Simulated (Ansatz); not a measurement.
# TaN: the cost of one run

Method: DFT PBEsol, scalar-relativistic, plane waves, PAW, in Ansatz 0.2.0.

16 further runs of the same task are left out: 16 set aside as unsound or not needed. Runs told in other sessions of the task aren't counted.

## 1. The system as given

It takes space group P6_3mc (No. 186, hexagonal). Conventional cell: a = 3.050 Å, b = 3.050 Å, c = 4.940 Å, α = 90.00°, β = 90.00°, γ = 120.00°. Ta (site symmetry 3m) has 4 N at 1.85 to 1.90 Å in its first shell of neighbours. N (site symmetry 3m) is surrounded by 4 Ta at 1.85 to 1.90 Å.

Structure file:

```xyz
4
Lattice="3.0500 0.0000 0.0000 -1.5250 2.6414 0.0000 0.0000 0.0000 4.9400" Properties=species:S:1:pos:R:3 pbc="T T T"
Ta    0.0000    1.7609    0.0000
Ta    1.5250    0.8805    2.4700
N     0.0000    1.7609    1.9019
N     1.5250    0.8805    4.3719
```

Source of the structure: the Crystallography Open Database.

## 6. The grid

The energy is mapped over volume and the cell's shape.

The axes are (1) volume per atom: 7 values from 11.24 to 14.30 Å³; (2) c/a of the conventional cell: 7 values from 1.718 to 2.187.

Nothing else is relaxed (fractional coordinates fixed). Energies count from the relaxed crystal. Points are written as (first, second).

(The set-up runs are not shown.)

## 7. Point (14.30 Å³, 1.938)

The input, input.yaml:

```yaml
crystal:
  lattice:
    - [3.2421898098, 0.0, 0.0]
    - [-1.6210949049, 2.8078187391, 0.0]
    - [0.0, 0.0, 6.2846287142]
  atoms:
    - { symbol: Ta, position: [0.3333333333, 0.6666666667, 0.0301041378] }
    - { symbol: Ta, position: [0.6666666667, 0.3333333333, 0.5301041378] }
    - { symbol: "N", position: [0.3333333333, 0.6666666667, 0.3548958622] }
    - { symbol: "N", position: [0.6666666667, 0.3333333333, 0.8548958622] }
basis:
  ecutwfc: 520.0
kpoints:
  mp_grid: { grid: [18, 18, 8] }
hamiltonian:
  xc: pbesol
  pseudopotentials: { kind: paw, azcp: { folder: soft_1 } }
scf:
  occupations: { method: gaussian, width: 0.15 }
output:
  forces: true
  stress: true
  eigenvalues: true
```

Launch:

```sh
$ ansatz run input.yaml --threads 2 --pin off --max-ram 4096MiB --backend cpu --events-out ev --progress --plain --runs-dir out
```

What time and memory should one allow on 2 threads of Arm Neoverse N1, shared host?

About 23 s, with a peak of 0.56 GiB.
